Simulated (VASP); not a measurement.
# Mo (Im-3m) in VASP: further runs

Aim: see how the results for Mo move with the level of theory and the settings. Levels: r2SCAN, r2SCAN+rVV10. Tasks: relaxation of cell and atoms.

All numbers are computed with VASP 6.6.1; they aren't measurements. Logs are shortened: lines on timing, memory, paths and dates and some standing lists are left out, and cuts for length are marked.

## 1. The crystal as given

The structure is cubic, space group Im-3m (No. 229). The conventional cell has a = 3.168 Å, b = 3.168 Å, c = 3.168 Å, α = 90.00°, β = 90.00°, γ = 90.00°. Mo (site symmetry m-3m) is surrounded by 8 Mo at 2.74 Å.

## 2. Relaxation of cell and atoms, r2SCAN

INCAR reads:

```
ALGO = Normal ; EDIFF = 1E-7
EDIFFG = -0.005 ; ENCUT = 600
IBRION = 2 ; ISIF = 3
ISMEAR = 0 ; LASPH = T
LCHARG = F ; LMIXTAU = T
LREAL = F ; LWAVE = F
METAGGA = R2SCAN ; NELM = 80
NSW = 90 ; PREC = Accurate
SIGMA = 0.1
```

KPOINTS reads:

```
k-points
0
Gamma
  18 18 18
```

POSCAR reads:

```
Mo
1.0
   -1.5838089700      1.5838089700      1.5838089700
    1.5838089700     -1.5838089700      1.5838089700
    1.5838089700      1.5838089700     -1.5838089700
Mo
1
Direct
    0.0000000000      0.0000000000      0.0000000000
```

Potentials or basis: VASP PAW PBE potentials, release 64 (Mo_sv).

Command:

```sh
> cat potpaw_PBE.64/Mo_sv/POTCAR > POTCAR
> mpirun -np 1 vasp_std > vasp.out
```

OUTCAR:

```text
EDIFF = 1E-7
   EDIFFG = -0.005
   ENCUT = 600
   IBRION = 2
   ISIF = 3
   ISMEAR = 0
   LASPH = T
   LREAL = F
   METAGGA = R2SCAN
   NELM = 80
   NSW = 90
   PREC = Accurate

 ion  position               nearest neighbor table
   1  0.000  0.000  0.000-

  LATTYP: Found a body centered cubic cell.
 ALAT       =     3.1676179400

  Lattice vectors:

 A1 = (  -1.5838089700,   1.5838089700,   1.5838089700)
 A2 = (   1.5838089700,  -1.5838089700,   1.5838089700)
 A3 = (   1.5838089700,   1.5838089700,  -1.5838089700)

Analysis of symmetry for initial positions (statically):
=====================================================================
 Subroutine PRICEL returns:
 Original cell was already a primitive cell.

 Routine SETGRP: Setting up the symmetry group for a
 body centered cubic supercell.

 Subroutine GETGRP returns: Found 48 space group operations
 (whereof 48 operations were pure point group operations)
 out of a pool of 48 trial point group operations.

The static configuration has the point symmetry O_h .

Analysis of symmetry for dynamics (positions and initial velocities):
=====================================================================
 Subroutine PRICEL returns:
 Original cell was already a primitive cell.

 Routine SETGRP: Setting up the symmetry group for a
 body centered cubic supercell.

 Subroutine GETGRP returns: Found 48 space group operations
 (whereof 48 operations were pure point group operations)
 out of a pool of 48 trial point group operations.

The dynamic configuration has the point symmetry O_h .

 Subroutine INISYM returns: Found 48 space group operations
 (whereof 48 operations are pure point group operations),
 and found     1 'primitive' translations

----------------------------------------------------------------------------------------

                                     Primitive cell

  volume of cell :      15.8916

  direct lattice vectors                    reciprocal lattice vectors
    -1.583808970  1.583808970  1.583808970     0.000000000  0.315694638  0.315694638
     1.583808970 -1.583808970  1.583808970     0.315694638  0.000000000  0.315694638
     1.583808970  1.583808970 -1.583808970     0.315694638  0.315694638  0.000000000

  length of vectors
     2.743237606  2.743237606  2.743237606     0.446459639  0.446459639  0.446459639

  position of ions in fractional coordinates (direct lattice)
     0.000000000  0.000000000  0.000000000

  ion indices of the primitive-cell ions
   primitive index   ion index
                 1           1

----------------------------------------------------------------------------------------

 KPOINTS: k-points

Automatic generation of k-mesh.
 Grid dimensions read from file:
 generate k-points for:   18   18   18

 Generating k-lattice:

  Cartesian coordinates                     Fractional coordinates (reciprocal lattice)
     0.000000000  0.017538591  0.017538591     0.055555556  0.000000000  0.000000000
     0.017538591  0.000000000  0.017538591     0.000000000  0.055555556  0.000000000
     0.017538591  0.017538591  0.000000000     0.000000000  0.000000000  0.055555556

  Length of vectors
     0.024803313  0.024803313  0.024803313

  Shift w.r.t. Gamma in fractional coordinates (k-lattice)
     0.000000000  0.000000000  0.000000000

 Subroutine IBZKPT returns following result:
 ===========================================

 Found    195 irreducible k-points:

 Following reciprocal coordinates:
            Coordinates               Weight
  0.000000  0.000000  0.000000      1.000000
  0.055556  0.000000  0.000000     12.000000
  0.111111  0.000000  0.000000     12.000000
  0.166667  0.000000  0.000000     12.000000
  0.222222  0.000000  0.000000     12.000000
  0.277778  0.000000  0.000000     12.000000
[... 16 lines left out ...]
  0.333333  0.111111  0.000000     48.000000
  0.388889  0.111111 -0.000000     48.000000
 [... further k-points ...]
   k-points           NKPTS =    195   k-points in BZ     NKDIM =    195   number of bands    NBANDS=     11
   number of dos      NEDOS =    301   number of ions     NIONS =      1
   total plane-waves  NPLWV =  13824
   dimension x,y,z NGX =    24 NGY =   24 NGZ =   24
   dimension x,y,z NGXF=    48 NGYF=   48 NGZF=   48
   ions per type =               1
   NGX,Y,Z   is equivalent  to a cutoff of  14.54, 14.54, 14.54 a.u.
   NGXF,Y,Z  is equivalent  to a cutoff of  29.09, 29.09, 29.09 a.u.
 SYSTEM =  unknown system
   PREC   = accura    normal or accurate (medium, high low for compatibility)
   ISTART =      0    job   : 0-new  1-cont  2-samecut
   ICHARG =      2    charge: 1-file 2-atom 10-const
   ISPIN  =      1    spin polarized calculation?
   LNONCOLLINEAR =      F non collinear calculations
   LSORBIT =      F    spin-orbit coupling
   LASPH  =      T    aspherical Exc in radial PAW
   ENCUT  =  600.0 eV  44.10 Ry    6.64 a.u.   5.48  5.48  5.48*2*pi/ulx,y,z
   NELM   =     80;   NELMIN=  2; NELMDL= -5     # of ELM steps
   EDIFF  = 0.1E-06   stopping-criterion for ELM
   LREAL  =      F    real-space projection
   EDIFFG = -.5E-02   stopping-criterion for IOM
   NSW    =     90    number of steps for IOM
   IBRION =      2    ionic relax: 0-MD 1-quasi-New 2-CG
   NFREE  =      1    steps in history (QN), initial steepest desc. (CG)
   ISIF   =      3    stress and relaxation
   ISYM   =      2    0-nonsym 1-usesym 2-fastsym
   POTIM  = 0.5000    time-step for ionic-motion
   TEBEG  =    0.0;   TEEND  =   0.0 temperature during run
   PSTRESS=    0.0 pullay stress
   NELECT =      14.0000    total number of electrons
   NUPDOWN=      -1.0000    fix difference up-down
   EMIN   =  10.00;   EMAX   =-10.00  energy-range for DOS
   EFERMI =   0.00;   METHOD = LEGACY
   ISMEAR =     0;   SIGMA  =   0.10  broadening in eV -4-tet -1-fermi 0-gaus
   EFERMI_NEDOS =   21; number of points for ismear=-14 and -15
   IALGO  =     38    algorithm
   IMIX   =      4    mixing-type and parameters
     AMIX     =   0.40;   BMIX     =  1.00
     AMIX_MAG =   1.60;   BMIX_MAG =  1.00
  volume/ion in A,a.u.               =      15.89       107.24
  Fermi-wavevector in a.u.,A,eV,Ry     =   1.569380  2.965698 33.510508  2.462953
  Thomas-Fermi vector in A             =   2.671271
   LORBIT       =      0    0 simple, 1 ext, 2 COOP (PROOUT), +10 PAW based schemes
   METAGGA = R2SCAN    functional components
   LHFCALC =     F    Hartree Fock is set to
   AEXX    =    0.0000 exact exchange contribution
   IVDW    =     0    specifies the selected vdW correction
   LEPSILON=     F    determine dielectric tensor
   LRPA    =     F    only Hartree local field effects (RPA)
 conjugate gradient relaxation of ions
 non-spin polarized calculation
 Gauss-broadening in eV      SIGMA  =   0.10
  energy-cutoff  :      600.00
  volume of cell :       15.89
 maximum number of plane-waves:       555
 NGX is ok and might be reduce to    24

--------------------------------------- Ionic step        1  -------------------------------------------

 number of electron      14.0000002 magnetization

 Free energy of the ion-electron system (eV)
  ---------------------------------------------------
  ext. energy  EPLUGINS =         0.00000000
  ---------------------------------------------------
  free energy    TOTEN  =       -26.07376760 eV

  energy without entropy =      -26.07088843  energy(sigma->0) =      -26.07232801

------------------------ aborting loop because EDIFF is reached ----------------------------------------

  FORCE on cell =-STRESS in cart. coord.  units (eV):
  Direction    XX          YY          ZZ          XY          YZ          ZX
  --------------------------------------------------------------------------------------
  -------------------------------------------------------------------------------------
  Total       -0.3229271     -0.3229271     -0.3229271     -0.0000000     -0.0000000      0.0000000
  in kB      -32.5571687    -32.5571687    -32.5571687     -0.0000000     -0.0000000      0.0000000
  external PRESSURE =     -32.5571687 kB  Pullay stress =       0.0000000 kB
[... 55 lines left out ...]
  energy  without entropy=      -26.0568886687  energy(sigma->0) =      -26.05811058

--------------------------------------- Ionic step        3  -------------------------------------------

 number of electron      14.0000002 magnetization

 Free energy of the ion-electron system (eV)
  ---------------------------------------------------
  ext. energy  EPLUGINS =         0.00000000
  ---------------------------------------------------
  free energy    TOTEN  =       -26.07577096 eV

  energy without entropy =      -26.07292782  energy(sigma->0) =      -26.07434939

 E-fermi :  12.4910     XC(G=0): -14.6101

 val. band max:       12.4859141939   @ k =  -0.3889   0.4444   0.2778
 cond. band min:      12.5185449252   @ k =   0.3889   0.1111   0.0556
 fundamental gap:      0.0326307313
 Fermi energy:        12.4909504155

 k-point     1 :       0.0000    0.0000    0.0000
  band No.  band energies     occupation
      1     -50.7448      2.00000
      2     -23.2270      2.00000
      3     -23.2270      2.00000
      4     -23.2270      2.00000
      5       4.8305      2.00000
      6      11.0647      2.00000
      7      11.0647      2.00000
      8      11.0647      2.00000
      9      14.3846      0.00000
     10      14.3846      0.00000
     11      27.9684      0.00000
[... 309 lines left out ...]
 k-point    24 :       0.3889    0.1111   -0.0000
  band No.  band energies     occupation
      1     -50.4567      2.00000
      2     -24.6207      2.00000
      3     -23.7394      2.00000
      4     -23.3034      2.00000
      5       7.3397      2.00000
      6       9.0785      2.00000
      7      12.4464      1.47103
      8      14.2135      0.00000
      9      15.3985      0.00000
     10      18.0476      0.00000
     11      24.7430      0.00000

 [... further k-points ...]

------------------------ aborting loop because EDIFF is reached ----------------------------------------

  FORCE on cell =-STRESS in cart. coord.  units (eV):
  Direction    XX          YY          ZZ          XY          YZ          ZX
  --------------------------------------------------------------------------------------
  -------------------------------------------------------------------------------------
  Total       -0.0032654     -0.0032654     -0.0032654      0.0000000      0.0000000     -0.0000000
  in kB       -0.3332555     -0.3332555     -0.3332555      0.0000000      0.0000000     -0.0000000
  external PRESSURE =      -0.3332555 kB  Pullay stress =       0.0000000 kB
[... 16 lines left out ...]
  FREE ENERGIE OF THE ION-ELECTRON SYSTEM (eV)
  ---------------------------------------------------
  free  energy   TOTEN  =       -26.0757709568 eV

  energy  without entropy=      -26.0729278179  energy(sigma->0) =      -26.07434939

 reached required accuracy - stopping structural energy minimisation
```

It took 3.8 min on 1 thread of Intel Xeon Platinum 8488C (Sapphire Rapids), shared host; peak memory 0.18 GiB.

What came out:

| Item | Value |
| --- | --- |
| Free energy | -26.0758 eV |
| Relaxed volume | 15.70 Å³/atom |
| Relaxed cell | a = 2.732 Å, b = 2.732 Å, c = 2.732 Å, α = 109.47°, β = 109.47°, γ = 109.47° |
| Space group after relaxing (to 0.05 Å) | Im-3m (No. 229) |
| Energy gained by relaxing | 2.0 meV/atom |
| Ionic steps | 3 |
| Pressure after relaxing | 0.0 GPa |
| Band gap on the k mesh | none (metal or under the smearing width) |

Step by step:
```
step  energy change (eV)  largest force (eV/Å)  pressure (GPa)  volume (Å³)
   1              0.0000                0.0000           -3.26        15.89
   2              0.0144                0.0000           10.14        15.16
   3             -0.0020                0.0000           -0.03        15.70
```

Final structure:
```yaml
crystal:
  lattice:
    - [-1.57739, 1.57739, 1.57739]
    - [1.57739, -1.57739, 1.57739]
    - [1.57739, 1.57739, -1.57739]
  atoms:
    - { symbol: Mo, position: [0.00000, 0.00000, 0.00000] }
```

Caveat: the PAW data sets were made with another functional, which shifts forces and pressure a little.

## 3. Relaxation of cell and atoms, r2SCAN+rVV10

INCAR reads:

```
ALGO = Normal ; BPARAM = 11.95
CPARAM = 0.0093 ; EDIFF = 1E-7
EDIFFG = -0.005 ; ENCUT = 600
IBRION = 2 ; ISIF = 3
ISMEAR = 0 ; IVDW_NL = 2
LASPH = T ; LCHARG = F
LMIXTAU = T ; LREAL = F
LUSE_VDW = T ; LWAVE = F
METAGGA = R2SCAN ; NELM = 80
NSW = 90 ; PREC = Accurate
SIGMA = 0.1
```

KPOINTS is that of step 2.

POSCAR is that of step 2.

Potentials or basis: VASP PAW PBE potentials, release 64 (Mo_sv).

Command:

```sh
> cat potpaw_PBE.64/Mo_sv/POTCAR > POTCAR
> mpirun -np 1 vasp_std > vasp.out
```

OUTCAR:

```text
BPARAM = 11.95
   EDIFF = 1E-7
   EDIFFG = -0.005
   ENCUT = 600
   IBRION = 2
   ISIF = 3
   ISMEAR = 0
   IVDW_NL = 2
   LASPH = T
   LREAL = F
   METAGGA = R2SCAN
   NELM = 80
   NSW = 90
   PREC = Accurate

 ion  position               nearest neighbor table
   1  0.000  0.000  0.000-

  LATTYP: Found a body centered cubic cell.
 ALAT       =     3.1676179400

  Lattice vectors:

 A1 = (  -1.5838089700,   1.5838089700,   1.5838089700)
 A2 = (   1.5838089700,  -1.5838089700,   1.5838089700)
 A3 = (   1.5838089700,   1.5838089700,  -1.5838089700)

Analysis of symmetry for initial positions (statically):
=====================================================================
 Subroutine PRICEL returns:
 Original cell was already a primitive cell.

 Routine SETGRP: Setting up the symmetry group for a
 body centered cubic supercell.

 Subroutine GETGRP returns: Found 48 space group operations
 (whereof 48 operations were pure point group operations)
 out of a pool of 48 trial point group operations.

The static configuration has the point symmetry O_h .

[... 172 lines left out ...]
  in kB      -48.0420069    -48.0420069    -48.0420069      0.0000000      0.0000000      0.0000000
  external PRESSURE =     -48.0420069 kB  Pullay stress =       0.0000000 kB
[... 92 lines left out ...]
--------------------------------------- Ionic step        4  -------------------------------------------

 number of electron      14.0000002 magnetization

 Free energy of the ion-electron system (eV)
  ---------------------------------------------------
  ext. energy  EPLUGINS =         0.00000000
  ---------------------------------------------------
  free energy    TOTEN  =       -25.85266984 eV

  energy without entropy =      -25.84984663  energy(sigma->0) =      -25.85125823

 E-fermi :  12.5779     XC(G=0): -14.6690

 val. band max:       12.5736707030   @ k =  -0.3889   0.4444   0.2778
 cond. band min:      12.6103037974   @ k =   0.3889   0.1111   0.0556
 fundamental gap:      0.0366330943
 Fermi energy:        12.5778938062

 k-point     1 :       0.0000    0.0000    0.0000
  band No.  band energies     occupation
      1     -50.6453      2.00000
      2     -23.1128      2.00000
      3     -23.1128      2.00000
      4     -23.1128      2.00000
      5       4.8809      2.00000
      6      11.1427      2.00000
      7      11.1427      2.00000
      8      11.1427      2.00000
      9      14.4842      0.00000
     10      14.4842      0.00000
     11      28.0491      0.00000
[... 309 lines left out ...]
 k-point    24 :       0.3889    0.1111   -0.0000
  band No.  band energies     occupation
      1     -50.3499      2.00000
      2     -24.5348      2.00000
      3     -23.6351      2.00000
      4     -23.1910      2.00000
      5       7.3858      2.00000
      6       9.1374      2.00000
      7      12.5350      1.45602
      8      14.3160      0.00000
      9      15.5135      0.00000
     10      18.1861      0.00000
     11      24.9082      0.00000

 [... further k-points ...]

------------------------ aborting loop because EDIFF is reached ----------------------------------------

  FORCE on cell =-STRESS in cart. coord.  units (eV):
  Direction    XX          YY          ZZ          XY          YZ          ZX
  --------------------------------------------------------------------------------------
  -------------------------------------------------------------------------------------
  Total        0.0010816      0.0010816      0.0010816      0.0000000      0.0000000      0.0000000
  in kB        0.1110378      0.1110378      0.1110378      0.0000000      0.0000000      0.0000000
  external PRESSURE =       0.1110378 kB  Pullay stress =       0.0000000 kB
[... 16 lines left out ...]
  FREE ENERGIE OF THE ION-ELECTRON SYSTEM (eV)
  ---------------------------------------------------
  free  energy   TOTEN  =       -25.8526698400 eV

  energy  without entropy=      -25.8498466292  energy(sigma->0) =      -25.85125823

 reached required accuracy - stopping structural energy minimisation
```

CONTCAR:

```text
Mo
   1.00000000000000
    -1.5742799124639755    1.5742799124639755    1.5742799124639755
     1.5742799124639755   -1.5742799124639755    1.5742799124639755
     1.5742799124639755    1.5742799124639755   -1.5742799124639755
  Mo
     1
Direct
     0.0000000000000000    0.0000000000000000    0.0000000000000000

  0.00000000E+00  0.00000000E+00  0.00000000E+00
```

Wall time 5.1 min (1 thread of Intel Xeon Platinum 8488C (Sapphire Rapids), shared host); peak memory 0.26 GiB.

Results:

```yaml
Free_energy: -25.8527 eV
Relaxed_volume: 15.61 Å³/atom
Relaxed_cell: a = 2.727 Å, b = 2.727 Å, c = 2.727 Å, α = 109.47°, β = 109.47°, γ = 109.47°
Space_group_after_relaxing_to_0.05_Å: Im-3m (No. 229)
Energy_gained_by_relaxing: 4.3 meV/atom
Ionic_steps: 4
Pressure_after_relaxing: 0.0 GPa
Band_gap_on_the_k_mesh: none (metal or under the smearing width)
```

The path:
```tsv
step	energy change (eV)	largest force (eV/Å)	pressure (GPa)	volume (Å³)
1	0.0000	0.0000	-4.80	15.89
2	0.0329	0.0000	15.92	14.82
3	-0.0043	0.0000	-0.09	15.61
4	-0.0043	0.0000	0.01	15.61
```

Final structure:
```yaml
crystal:
  lattice:
    - [-1.57428, 1.57428, 1.57428]
    - [1.57428, -1.57428, 1.57428]
    - [1.57428, 1.57428, -1.57428]
  atoms:
    - { symbol: Mo, position: [0.00000, 0.00000, 0.00000] }
```

Levels at points of the mesh, in eV from the Fermi level:
| k point | band 3 | band 4 | band 5 | band 6 | band 7 | band 8 | band 9 | band 10 | band 11 |
| --- | --- | --- | --- | --- | --- | --- | --- | --- | --- |
| (0.00, 0.00, 0.00) | -35.69 | -35.69 | -7.70 | -1.44 | -1.44 | -1.44 | 1.91 | 1.91 | 15.47 |
| (0.50, 0.00, 0.00) | -36.17 | -35.70 | -5.63 | -3.60 | 1.56 | 1.89 | 2.59 | 4.94 | 12.49 |
| (0.50, 0.50, 0.50) | -36.73 | -36.73 | -5.68 | -5.68 | 4.15 | 4.15 | 4.15 | 9.46 | 9.46 |

Caveat: the PAW data sets were made with another functional, which shifts forces and pressure a little.
